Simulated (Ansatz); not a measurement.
**CdO: do energies and stresses tell the same story?**

Level of theory: Ansatz 0.2.0, DFT PBE, scalar-relativistic, plane waves, PAW.

Plane waves to 420 eV, a k mesh through Γ of 16×16×16 on the computed 2-atom cell and Gaussian smearing (0.10 eV); no spin polarisation.

Relaxed cell: Fm-3m, a = 4.768 Å, b = 4.768 Å, c = 4.768 Å, α = 90.00°, β = 90.00°, γ = 90.00°, 2 atoms in the primitive cell.

Energies at zero smearing and pressures from the stress tensor, at volumes with shape and atoms relaxed:
```json
{"V (Å³/atom)": "11.921", "E − E(first) (meV/atom)": "0.00", "P (GPa)": "21.83"}
{"V (Å³/atom)": "12.327", "E − E(first) (meV/atom)": "-46.25", "P (GPa)": "14.87"}
{"V (Å³/atom)": "12.734", "E − E(first) (meV/atom)": "-76.32", "P (GPa)": "9.03"}
{"V (Å³/atom)": "13.140", "E − E(first) (meV/atom)": "-92.80", "P (GPa)": "4.13"}
{"V (Å³/atom)": "13.547", "E − E(first) (meV/atom)": "-97.88", "P (GPa)": "0.01"}
{"V (Å³/atom)": "13.953", "E − E(first) (meV/atom)": "-93.37", "P (GPa)": "-3.45"}
{"V (Å³/atom)": "14.359", "E − E(first) (meV/atom)": "-80.79", "P (GPa)": "-6.37"}
{"V (Å³/atom)": "14.901", "E − E(first) (meV/atom)": "-53.65", "P (GPa)": "-9.54"}
```

Question: Check P = −dE/dV between neighbouring volumes, and get the bulk modulus from the pressures alone.

Answer: With 1 eV/Å³ = 160.2 GPa:
```json
{"middle V (Å³/atom)": "12.124", "−ΔE/ΔV (GPa)": "18.234", "mean P (GPa)": "18.347"}
{"middle V (Å³/atom)": "12.531", "−ΔE/ΔV (GPa)": "11.856", "mean P (GPa)": "11.950"}
{"middle V (Å³/atom)": "12.937", "−ΔE/ΔV (GPa)": "6.494", "mean P (GPa)": "6.582"}
{"middle V (Å³/atom)": "13.343", "−ΔE/ΔV (GPa)": "2.005", "mean P (GPa)": "2.071"}
{"middle V (Å³/atom)": "13.750", "−ΔE/ΔV (GPa)": "-1.778", "mean P (GPa)": "-1.722"}
{"middle V (Å³/atom)": "14.156", "−ΔE/ΔV (GPa)": "-4.959", "mean P (GPa)": "-4.911"}
{"middle V (Å³/atom)": "14.630", "−ΔE/ΔV (GPa)": "-8.026", "mean P (GPa)": "-7.952"}
```

The two differ by 0.11 GPa at most. The mean of two end pressures misses the average over a step by about ΔV² P″/12, up to 0.10 GPa here; with that taken off 0.01 GPa remains. Around V = 13.547 Å³/atom, the two neighbours give B = −V ΔP/ΔV = 13.547 × 7.59 / 0.813 = 126.4 GPa, against B0 = 125.7 GPa from the Birch–Murnaghan fit of the energies.